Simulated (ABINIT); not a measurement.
Input of an ABINIT 10.8.3 (patched build) run:

run.abi

```
# Pseudopotentials
pp_dirpath "./"
pseudos "Hf.GGA_PBE-JTH.xml, N.GGA_PBE-JTH.xml"

# Structure
acell 3.1904657967 3.1904657967 3.1904657967 Angstrom
rprim
     0.0000000000     0.7071067812     0.7071067812
     0.7071067812     0.0000000000     0.7071067812
     0.7071067812     0.7071067812     0.0000000000
ntypat 2
znucl 72 7
natom 2
typat 1 2
xcart
     0.0000000000     0.0000000000     0.0000000000
     2.2560000000     2.2560000000     2.2560000000 Angstrom

# Plane-wave basis
ecut 707.496042 eV
pawecutdg 48.0

# k points
kptopt 1
ngkpt 4 4 4
nshiftk 1
shiftk 0.0 0.0 0.0

# Exchange and correlation
ixc -116133

# Bands and occupations
nband 13
occopt 3
tsmear 0.00183747

# SCF cycle
nstep 100
tolvrs 1.0e-9

# Output
iomode 3
prtwf 0
prtden 0
prteig 0
prtebands 0
```

Potentials or basis: JTH PAW PBE v2.0.

The run is started by

```sh
$ abinit run.abi > log 2>&1
```

Problem. What does it give for the pressure?

Solution. -3.0 GPa.

Problem. Predict the band gap on the k mesh.

Solution. None (metal or under the smearing width).

Caveat: the k mesh is coarse (spacing up to 0.60 Å⁻¹), so the values aren't converged; the PAW data sets were made with another functional, which shifts forces and pressure a little. The run has no spin-orbit coupling, so splittings on Hf are missing.
